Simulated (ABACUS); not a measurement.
MoS2, a slab with vacuum:

```xyz
3
Lattice="3.1841 0.0000 0.0000 -1.5921 2.7575 0.0000 0.0000 0.0000 17.3346" Properties=species:S:1:pos:R:3 pbc="T T T"
Mo    0.0000    0.0000    0.0000
S     0.0000    1.8384   15.7833
S     0.0000    1.8384    1.5513
```

```yaml
Program: ABACUS 3.10.1
Task: single point
Functional: PBEsol
Potentials_or_basis: PseudoDojo NC SR 0.4.1 PBEsol standard
Cutoff: 1102 eV
Density_cutoff: 4408 eV
Basis: plane waves
k_mesh: 10 × 10 × 2
Occupations: fermi-dirac, width 0.05 eV
Spin: no spin polarisation
```

On this cell: largest force 0.143 eV/Å; band gap on the k mesh 1.73 eV, indirect (least direct gap 1.93 eV).

The same run follows on a disturbed copy (atoms moved at random, drawn with an rms of 0.05 Å):

```
Mo S
1.0
     3.18413    0.00000    0.00000
    -1.59206    2.75753    0.00000
     0.00000    0.00000   17.33460
Mo S
1 2
Direct
  0.00290 0.98616 0.99953
  0.33139 0.66107 0.91056
  0.32174 0.65518 0.08953
```

Q: What does the disturbed cell give?

A: The energy moves by +6.8 meV/atom; largest force 0.881 eV/Å; band gap on the k mesh 1.72 eV, indirect (least direct gap 1.91 eV).

Forces in eV/Å, atoms in the order of the input:
```
Mo  -0.786  0.302  0.258
S    0.305 -0.221 -0.014
S    0.481 -0.081 -0.244
```

Stress tensor (GPa, compression positive):
```
-1.33 -0.25  0.29
-0.25 -1.53  0.23
 0.29  0.23 -0.38
```

A k mesh can miss the band edges.
